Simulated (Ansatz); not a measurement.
# Cu under changes of volume

One of the cells (11.810 Å³/atom); the others are scaled copies at fixed shape and fractional positions:

```
Cu
1.0
     0.00000    1.80750    1.80750
     1.80750    0.00000    1.80750
     1.80750    1.80750    0.00000
Cu
1
Direct
  0.00000 0.00000 0.00000
```

| Quantity | Value |
| --- | --- |
| Program | Ansatz 0.2.0 |
| Functional | PBEsol |
| Potentials or basis | all-electron LAPW, scalar-relativistic |
| Cutoff | 317 eV (chosen from the basis error) |
| Basis error allowed | 0.0005 eV/atom |
| k mesh | 13 × 13 × 13 |
| Occupations | fermi-dirac, width 0.05 eV |
| Spin | no spin polarisation |

```tsv
volume (Å³/atom)	energy over the lowest point (meV/atom)	pressure (GPa)
11.102	2.01	3.2
11.338	0.00	-0.5
11.574	3.12	-3.7
11.810	?	?
12.047	22.38	-9.1
12.283	37.52	-11.4
12.519	55.74	-13.3
```

What does the run at 11.810 Å³/atom give?

Energy over the lowest point 10.76 meV/atom; pressure -6.6 GPa.

Worked out: A Birch-Murnaghan fit of order 3 (a polynomial in V^(-2/3)) to the other rows has its minimum at 11.31 Å³/atom with B0 = V·E''(V) = 169 GPa and B' = 5.0. It gives 10.73 meV/atom at 11.810 Å³/atom, against the run's 10.76, and -dE/dV = -6.6 GPa, against -6.6.

Energies are extrapolated to zero smearing.
